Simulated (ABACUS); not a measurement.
# MoS2: single point with WC

Crystal: MoS2.

```
Mo S
1.0
     3.22746    0.00000    0.00000
    -1.61373    2.79507    0.00000
     0.00000    0.00000    6.31247
Mo S
1 2
Direct
  0.00000 0.00000 0.50000
  0.66667 0.33333 0.74468
  0.33333 0.66667 0.25532
```

Measurements of this composition are mostly on another form, of space group No. 194.

```
Program             : ABACUS 3.10.1
Task                : single point
Functional          : WC
Potentials or basis : PseudoDojo NC SR 0.4 PBEsol stringent
Cutoff              : 1102 eV
Density cutoff      : 4408 eV
Basis               : plane waves
k mesh              : 7 × 7 × 3
Occupations         : fermi-dirac, width 0.05 eV
Spin                : no spin polarisation
```

The pressure is -2.4 GPa. The largest force is 0.081 eV/Å and the band gap on the k mesh is none (metal or under the smearing width).

Forces in eV/Å, atoms in the order of the input:
```
Mo   0.000  0.000  0.000
S    0.000  0.000  0.081
S    0.000  0.000 -0.081
```

Stress tensor (GPa, compression positive):
```
-3.40  0.00  0.00
 0.00 -3.40  0.00
 0.00  0.00 -0.29
```

Levels at points of the mesh, in eV from the Fermi level:
| k point | band 10 | band 11 | band 12 | band 13 | band 14 | band 15 | band 16 | band 17 |
| --- | --- | --- | --- | --- | --- | --- | --- | --- |
| (0.00, 0.00, 0.00) | -1.90 | -1.18 | -1.06 | -1.06 | -0.37 | -0.37 | 3.11 | 3.11 |

It took 11 s on 4 MPI ranks on Intel(R) Xeon(R) Platinum 8488C (Sapphire Rapids), on a shared host, peak memory 0.44 GiB a rank.

Caveat: the potentials were made for another functional, which shifts forces and pressure; this functional lacks dispersion, which binds the layers, so the pressure and a relaxed spacing across them are unreliable.
